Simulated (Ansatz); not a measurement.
A run of Ansatz 0.2.0 is set up as follows.

input.yaml

```yaml
crystal:
  lattice:
    - [2.38025, 1.3742379782, 4.3318666667]
    - [-2.38025, 1.3742379782, 4.3318666667]
    - [0.0, -2.7484759565, 4.3318666667]
  atoms:
    - { symbol: Al, position: [0.85216, 0.85216, 0.85216] }
    - { symbol: Al, position: [0.64784, 0.64784, 0.64784] }
    - { symbol: Al, position: [0.14784, 0.14784, 0.14784] }
    - { symbol: Al, position: [0.35216, 0.35216, 0.35216] }
    - { symbol: O, position: [0.05668, 0.75, 0.44332] }
    - { symbol: O, position: [0.75, 0.44332, 0.05668] }
    - { symbol: O, position: [0.44332, 0.05668, 0.75] }
    - { symbol: O, position: [0.94332, 0.25, 0.55668] }
    - { symbol: O, position: [0.25, 0.55668, 0.94332] }
    - { symbol: O, position: [0.55668, 0.94332, 0.25] }
hamiltonian:
  xc: pbesol
  pseudopotentials: { kind: paw }
  dispersion: d3bj
kpoints:
  mp_grid: { grid: [7, 7, 7] }
scf:
  occupations: { method: fermi_dirac, width: 0.05 }
output:
  forces: true
  stress: true
relax:
  f_tol: 0.01
  max_steps: 40
  cell: { stress_tol: 0.05 }
```

Potentials or basis: Ansatz PAW.

The run is started by

```sh
$ ansatz run input.yaml --threads 4 --pin off --max-ram 11264MiB --backend cpu --events-out ev --progress --plain --runs-dir out
```

What does it give for the relaxed cell?

a = 5.113 Å, b = 5.113 Å, c = 5.113 Å, α = 55.37°, β = 55.37°, γ = 55.37°.

Predict the space group after relaxing (to 0.05 Å).

R-3c (No. 167).

Step by step:
```tsv
step	energy change (eV)	largest force (eV/Å)	volume (Å³)
1	0.0000	0.0824	85.02
2	-0.0055	0.0549	84.71
3	-0.0091	0.0385	84.36
4	-0.0092	0.0127	84.37
5	-0.0093	0.0001	84.35
6	-0.0059	0.0002	84.35
7	-0.0061	0.0004	84.32
8	-0.0059	0.0004	84.32
```

Caveat: the plane-wave basis is chosen anew once the cell has moved, so the energies of steps on either side of that aren't comparable; the PAW data sets come from PBE, with cores solved anew for the run's functional, which leaves a small shift of forces and pressure.
